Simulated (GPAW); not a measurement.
# HfC (Pmm2) in GPAW: convergence with plane-wave cutoff (eV)

Aim: find how far plane-wave cutoff (eV) must go before the results for HfC settle, at RPBE. This setting moves, with any that are tied to it; all else stays.

All numbers are computed with GPAW 26.7.0; they aren't measurements. Logs are shortened: lines on timing, memory, paths and dates and some standing lists are left out, and cuts for length are marked. The log counts tension as positive stress, the text compression.

**1. The crystal as given**

It takes space group Pmm2 (No. 25, orthorhombic). Conventional cell: a = 2.439 Å, b = 4.695 Å, c = 2.562 Å, α = 90.00°, β = 90.00°, γ = 90.00°. Around Hf (site symmetry mm2) lie 2 C at 2.43 Å and 4 Hf at 2.44 to 2.56 Å. C (site symmetry mm2) has 2 Hf at 2.43 Å and 4 C at 2.44 to 2.56 Å as nearest neighbours.

The cell was built by a generator and needn't be a form met in nature.

**2. With plane-wave cutoff (eV) 300**

File run.py:

```python
from ase.dft.bandgap import bandgap
from ase.io import read, write
from ase.units import GPa
from gpaw import GPAW, PW

atoms = read('POSCAR')

calc = GPAW(mode=PW(300),
            xc='RPBE',
            kpts={'size': (8, 5, 8), 'gamma': True},
            occupations={'name': 'fermi-dirac', 'width': 0.05},
            nbands=18,
            convergence={'density': 1e-05, 'energy': 1e-05},
            maxiter=100,
            txt='gpaw.txt')
atoms.calc = calc
energy = atoms.get_potential_energy()
forces = atoms.get_forces()
stress = atoms.get_stress()
calc.write('gs.gpw')
write('result.traj', atoms)
print(f'Energy: {energy:.6f} eV')
print('Forces (eV/A):')
print(forces.round(4))
print('Stress (GPa):', (stress / GPa).round(3))
print('Fermi level:', round(calc.get_fermi_level(), 4), 'eV')
print(f'Gap: {bandgap(calc)[0]:.4f} eV, direct: {bandgap(calc, direct=True)[0]:.4f} eV')
```

File POSCAR:

```
HfC
1.0
    2.4394258800      0.0000000000      0.0000000000
    0.0000000000      4.6949966100      0.0000000000
    0.0000000000      0.0000000000      2.5622747300
Hf C
1 1
Direct
    0.0000000000      0.0000000000      0.0000000000
    0.0000000000      0.5000000000      0.7500000000
```

Potentials or basis: the program's PAW data sets (release 1.2.1) made for this functional, pw.

Launch:

```bash
> OMP_NUM_THREADS=1 python run.py
```

It took 12 s on 1 thread of Arm Neoverse V1, shared host; peak memory 0.13 GiB.

Results:

```yaml
Free_energy: -10.1768 eV
Pressure: 5.5 GPa
Largest_force: 0.154 eV/Å
Band_gap_on_the_k_mesh: none (metal or under the smearing width)
```

**3. With plane-wave cutoff (eV) 350**

Changes to run.py since step 2:

```diff
@@ -7,3 +7,3 @@
 
-calc = GPAW(mode=PW(300),
+calc = GPAW(mode=PW(350),
             xc='RPBE',
```

POSCAR is that of step 2.

Potentials or basis: the program's PAW data sets (release 1.2.1) made for this functional, pw.

Launch:

```bash
> OMP_NUM_THREADS=1 python run.py
```

Run time: 15 s. Hardware: 1 thread of Arm Neoverse V1, shared host; peak memory 0.14 GiB.

What came out:

```yaml
Free_energy: -10.5395 eV
Pressure: 11.3 GPa
Largest_force: 0.141 eV/Å
Band_gap_on_the_k_mesh: none (metal or under the smearing width)
```

**4. With plane-wave cutoff (eV) 400**

Changes to run.py since step 3:

```diff
@@ -7,3 +7,3 @@
 
-calc = GPAW(mode=PW(350),
+calc = GPAW(mode=PW(400),
             xc='RPBE',
```

POSCAR is that of step 3.

Launch:

```bash
> OMP_NUM_THREADS=1 python run.py
```

Wall time 17 s (1 thread of Arm Neoverse V1, shared host); peak memory 0.14 GiB.

What came out:

```
Free energy            : -10.6755 eV
Pressure               : 14.3 GPa
Largest force          : 0.141 eV/Å
Band gap on the k mesh : none (metal or under the smearing width)
```

**5. With plane-wave cutoff (eV) 500**

Changes to run.py since step 4:

```diff
@@ -7,3 +7,3 @@
 
-calc = GPAW(mode=PW(400),
+calc = GPAW(mode=PW(500),
             xc='RPBE',
```

POSCAR is that of step 4.

Launch:

```bash
> OMP_NUM_THREADS=1 python run.py
```

It took 20 s on 1 thread of Arm Neoverse V1, shared host; peak memory 0.15 GiB.

What came out:

| Item | Value |
| --- | --- |
| Free energy | -10.7342 eV |
| Pressure | 16.1 GPa |
| Largest force | 0.142 eV/Å |
| Band gap on the k mesh | none (metal or under the smearing width) |

**6. With plane-wave cutoff (eV) 600**

Changes to run.py since step 5:

```diff
@@ -7,3 +7,3 @@
 
-calc = GPAW(mode=PW(500),
+calc = GPAW(mode=PW(600),
             xc='RPBE',
```

POSCAR is that of step 5.

Potentials or basis: the program's PAW data sets (release 1.2.1) made for this functional, pw.

Launch:

```bash
> OMP_NUM_THREADS=1 python run.py
```

Wall time 24 s (1 thread of Arm Neoverse V1, shared host); peak memory 0.16 GiB.

It converged, with:

* Free energy: -10.7389 eV
* Pressure: 16.4 GPa
* Largest force: 0.142 eV/Å
* Band gap on the k mesh: none (metal or under the smearing width)

**7. With plane-wave cutoff (eV) 700**

Changes to run.py since step 6:

```diff
@@ -7,3 +7,3 @@
 
-calc = GPAW(mode=PW(600),
+calc = GPAW(mode=PW(700),
             xc='RPBE',
```

POSCAR is that of step 6.

Launch:

```bash
> OMP_NUM_THREADS=1 python run.py
```

It took 29 s on 1 thread of Arm Neoverse V1, shared host; peak memory 0.18 GiB.

It converged, with:

| Property | Result |
| --- | --- |
| Free energy | -10.7425 eV |
| Pressure | 16.3 GPa |
| Largest force | 0.142 eV/Å |
| Band gap on the k mesh | none (metal or under the smearing width) |

**8. With plane-wave cutoff (eV) 800**

Changes to run.py since step 7:

```diff
@@ -7,3 +7,3 @@
 
-calc = GPAW(mode=PW(700),
+calc = GPAW(mode=PW(800),
             xc='RPBE',
```

POSCAR is that of step 7.

Launch:

```bash
> OMP_NUM_THREADS=1 python run.py
```

Run time: 34 s. Hardware: 1 thread of Arm Neoverse V1, shared host; peak memory 0.19 GiB.

The run converged. Its results:

| Item | Value |
| --- | --- |
| Free energy | -10.7481 eV |
| Pressure | 16.2 GPa |
| Largest force | 0.142 eV/Å |
| Band gap on the k mesh | none (metal or under the smearing width) |

**9. With plane-wave cutoff (eV) 1000**

Changes to run.py since step 8:

```diff
@@ -7,3 +7,3 @@
 
-calc = GPAW(mode=PW(800),
+calc = GPAW(mode=PW(1000),
             xc='RPBE',
```

POSCAR is that of step 8.

Potentials or basis: the program's PAW data sets (release 1.2.1) made for this functional, pw.

Launch:

```bash
> OMP_NUM_THREADS=1 python run.py
```

Wall time 50 s (1 thread of Arm Neoverse V1, shared host); peak memory 0.22 GiB.

It converged, with:

```
Free energy            : -10.7564 eV
Pressure               : 16.3 GPa
Largest force          : 0.142 eV/Å
Band gap on the k mesh : none (metal or under the smearing width)
```

**10. With plane-wave cutoff (eV) 1200**

Changes to run.py since step 9:

```diff
@@ -7,3 +7,3 @@
 
-calc = GPAW(mode=PW(1000),
+calc = GPAW(mode=PW(1200),
             xc='RPBE',
```

POSCAR is that of step 9.

Potentials or basis: the program's PAW data sets (release 1.2.1) made for this functional, pw.

Launch:

```bash
> OMP_NUM_THREADS=1 python run.py
```

gpaw.txt:

```text
__  _  _
 | _ |_)|_||  |
 |__||  | ||/\| - 26.7.0

Input parameters:
  mode=PW(ecut=1200.0),
  convergence={'density': 1e-05, 'energy': 1e-05},
  kpts=MonkhorstPack(size=(8, 5, 8), gamma=True),
  maxiter=100,
  nbands=18,
  occupations=Occupations(name='fermi-dirac', width=0.05),
  xc=XC(name='RPBE')

Diagonalizing LCAO Hamiltonian
Converting LCAO to pw mode
    .-----.
   /|     |
  / |     |
 *  .-----.
 | /     /
 |/     /
 Hf----*

Atoms  # Å, Bohr magnetons
|   | symbol |        x |        y |        z |    initial magnetic moments |
|---|--------|----------|----------|----------|-----------------------------|
| 0 |     Hf | 0.000000 | 0.000000 | 0.000000 | ( 0.0000,  0.0000,  0.0000) |
| 1 |      C | 0.000000 | 2.347498 | 1.921706 | ( 0.0000,  0.0000,  0.0000) |

Unit cell  # Å
| periodic |        x |        y |        z |  lengths |    angles |
|----------|----------|----------|----------|----------|-----------|
|      yes | 2.439426 | 0.000000 | 0.000000 | 2.439426 | 90.000000 |
|      yes | 0.000000 | 4.694997 | 0.000000 | 4.694997 | 90.000000 |
|      yes | 0.000000 | 0.000000 | 2.562275 | 2.562275 | 90.000000 |

Number of symmetries: 4
Symmetry operations  # r_c * U_cc + t_c -> r_c
|   | kind |            matrix            |
|---|------|------------------------------|
| 0 |  E   |  1, 0, 0,  0, 1, 0,  0, 0, 1 |
| 1 |  σ   |  1, 0, 0,  0,-1, 0,  0, 0, 1 |
| 2 |  σ   | -1, 0, 0,  0, 1, 0,  0, 0, 1 |
| 3 |  C2  | -1, 0, 0,  0,-1, 0,  0, 0, 1 |

BZ-sampling:
  Number of BZ points: 320
  Number of IBZ points: 75

  Monkhorst-Pack size: [8, 5, 8]
  Monkhorst-Pack shift: [0.0625, 0.0, 0.0625]

K-points  # in reciprocal-cell coordinates
|     |                                coordinates |     weight |
|-----|--------------------------------------------|------------|
|   0 | (  0.00000000,   0.00000000,   0.00000000) | 0.00312500 |
|   1 | (  0.00000000,   0.00000000,   0.12500000) | 0.00625000 |
|   2 | (  0.00000000,   0.00000000,   0.25000000) | 0.00625000 |
|   3 | (  0.00000000,   0.00000000,   0.37500000) | 0.00625000 |
|   4 | (  0.00000000,   0.00000000,   0.50000000) | 0.00312500 |
|   5 | (  0.00000000,   0.20000000,   0.00000000) | 0.00625000 |
|   6 | (  0.00000000,   0.20000000,   0.12500000) | 0.01250000 |
|   7 | (  0.00000000,   0.20000000,   0.25000000) | 0.01250000 |
|   8 | (  0.00000000,   0.20000000,   0.37500000) | 0.01250000 |
|   9 | (  0.00000000,   0.20000000,   0.50000000) | 0.00625000 |
| ... |                                            |            |
|  74 | (  0.50000000,   0.40000000,   0.50000000) | 0.00625000 |

Plane wave coefficients: 2806
Cutoff: 1200.0 eV

Spin-components: 1 (collinear spins)
Bands:           18
Projectors:      11
Spin-degeneracy: 2
Datatype:        complex128

Parallelization:
  kpt:    1
  domain: 1
  band:   1

Density:
  Valence electrons: 16.0
  Components: 1
  Grid points: [20 40 21]
  Charge: 0.0  # |e|

Potential:
  Grid points: [20 40 21]

species:
  Hf:
    name:    Hafnium
    Z:       72.0
    valence: 12
    core:    60
    charge:  0.0  # [|e|]
    compensation charges:
      type: gauss
      rc: 0.41  # [Å]
      lmax: 2
    cutoffs:
      filter: 2.36  # [Å]
      core: 4.02  # [Å]
    projectors
    | kind |    occ | energy [eV] | rcut [Å] |
    |------|--------|-------------|----------|
    |   5s |  2.000 |     -66.835 |    1.397 |
    |   6s |  2.000 |      -5.043 |    1.397 |
    |   5p |  6.000 |     -35.601 |    1.307 |
    |   6p |  0.000 |      -1.407 |    1.307 |
    |   5d |  2.000 |      -2.651 |    1.334 |
    |    d |        |      24.560 |    1.334 |

    Using partial waves for Hf as LCAO basis

  C:
    name:    Carbon
    Z:       6.0
    valence: 4
    core:    2
    charge:  0.0  # [|e|]
    compensation charges:
      type: gauss
      rc: 0.20  # [Å]
      lmax: 2
    cutoffs:
      filter: 1.14  # [Å]
      core: 1.14  # [Å]
    projectors
    | kind |    occ | energy [eV] | rcut [Å] |
    |------|--------|-------------|----------|
    |   2s |  2.000 |     -13.815 |    0.635 |
    |   2p |  2.000 |      -5.254 |    0.635 |
    |    s |        |      13.396 |    0.635 |
    |    p |        |      21.957 |    0.635 |
    |    d |        |       0.000 |    0.635 |

    Using partial waves for C as LCAO basis

Reference energy: -410928.274278  # eV

eigensolver:
  PPCG
  Converge bands: occupied
  niter=2

density mixing:
  MSR1-Mixer
  Pratt-step length: 0.05
  Maximum mixing coefficient: 0.75
  Old densities: 10
  SVD Regularization: 0.005
  Good broyden scale: 1.0
  Trust region scale: 1.0
  Backstep threshold: 4.0
  History deletion threshold: 6.0
  Fourier metric: weight=20.0, sigma=0.015

occupation numbers:
  Fermi-Dirac:
    width: 0.0500  # eV

poisson solver:
  ecut: 9600.0  # eV

xc functional:
  name: RPBE with 2 nearest neighbor stencil

convergence criteria:
- Maximum integral of absolute [dens]ity change: 1e-05 electrons / valence electron
- Maximum [total energy] change in last 3 cyles: 1e-05 eV / valence electron
- Maximum integral of absolute [eigenst]ate change: 4e-08 eV^2 / valence electron
maximum number of iterations: 100

SCF iterations
|iter     | |      energy | eigst |  dens |
|---------|-|-------------|-------|-------|
|iter:   1| |  -10.842381 | -0.02 |       |
|iter:   2| |  -10.813762 | -2.49 | -1.15 |
|iter:   3| |  -10.907641 | -2.00 | -1.18 |
|iter:   4| |  -10.773787 | -2.31 | -1.37 |
|iter:   5| |  -10.752852 | -3.43 | -1.71 |
|iter:   6| |  -10.753851 | -4.07 | -2.34 |
|iter:   7| |  -10.753765 | -5.28 | -2.91 |
|iter:   8| |  -10.753783c| -6.71 | -3.73 |
|iter:   9| |  -10.753777c| -7.92c| -4.11 |
|iter:  10| |  -10.753778c| -7.55c| -4.68 |
|iter:  11| |  -10.753778c| -8.33c| -5.44c|

Converged in 11 steps
Energy contributions relative to reference atoms: (reference = -410928.274278)

Energy contributions:
  Kinetic:          26.508453
  Coulomb:         -22.415651
  Zero:             -0.428893
  External:          0.000000
  Xc:              -14.412277
  Entropy:          -0.010821
  Spinorbit:         0.000000
  ----------------------------
  Free energy:     -10.759188
  Extrapolated:    -10.753778

dipole moment: (-13.707149, -16.947871, -8.232166)  # |e|*Ang

Fermi level: 8.839
Eigenvalues  # (at kpt = [0.000, 0.000, 0.000])
| band index |      eig [eV] | occ [0-2] |
|------------|---------------|-----------|
|          0 |       -52.439 |     2.000 |
|          1 |       -21.400 |     2.000 |
|          2 |       -20.102 |     2.000 |
|          3 |       -19.623 |     2.000 |
|          4 |        -2.930 |     2.000 |
|          5 |         4.584 |     2.000 |
[... 8 lines left out ...]
|         14 |        19.447 |     0.000 |
|         15 |        23.154 |     0.000 |
|        ... |               |           |
|         17 |        27.432 |     0.000 |

No gap
No difference between direct/indirect transitions

Forces  # eV/Ang
|       x |       y |        z |
|---------|---------|----------|
| 0.00000 | 0.00000 |  0.14138 |  # Hf   0
| 0.00000 | 0.00000 | -0.14142 |  # C    1

Stress tensor  # eV/Ang^3
|         x |        y |         z |
|-----------|----------|-----------|
| -0.396960 | 0.000000 |  0.000000 |
|  0.000000 | 0.289613 |  0.000000 |
|  0.000000 | 0.000000 | -0.199185 |

# Writing to gs.gpw (mode='')
```

Run time: 62 s. Hardware: 1 thread of Arm Neoverse V1, shared host; peak memory 0.25 GiB.

Results:

* Free energy: -10.7592 eV
* Pressure: 16.4 GPa
* Largest force: 0.141 eV/Å
* Band gap on the k mesh: none (metal or under the smearing width)

**11. The series at a glance**

```
plane-wave cutoff (eV)  energy less the tightest run, at zero smearing (meV/atom)  pressure (GPa)  largest force (eV/Å)  SCF cycles  CPU time (s)  peak memory (GiB)
                   300                                                     291.26            5.46                 0.154          10            12               0.13
                   350                                                     109.82           11.31                 0.141          11            15               0.14
                   400                                                      41.85           14.28                 0.141          11            16               0.14
                   500                                                      12.48           16.15                 0.142          11            20               0.15
                   600                                                      10.16           16.35                 0.142          11            24               0.16
                   700                                                       8.35           16.27                 0.142          11            29               0.18
                   800                                                       5.54           16.24                 0.142          11            34               0.19
                  1000                                                       1.40           16.31                 0.142          11            50               0.22
                  1200                                                       0.00           16.37                 0.141          11            62               0.25
```

Against the tightest run, the pressure stays within 0.1 GPa from 1000 on; the largest force stays within 0.005 eV/Å from 350 on. Not settled before the last step: the energy (to 1 meV/atom). The tightest run that finished is the yardstick and may itself not be fully converged.

Caveats: so large a pressure means that the cell lies far from this level's equilibrium, or that cutoff or potentials fall short.
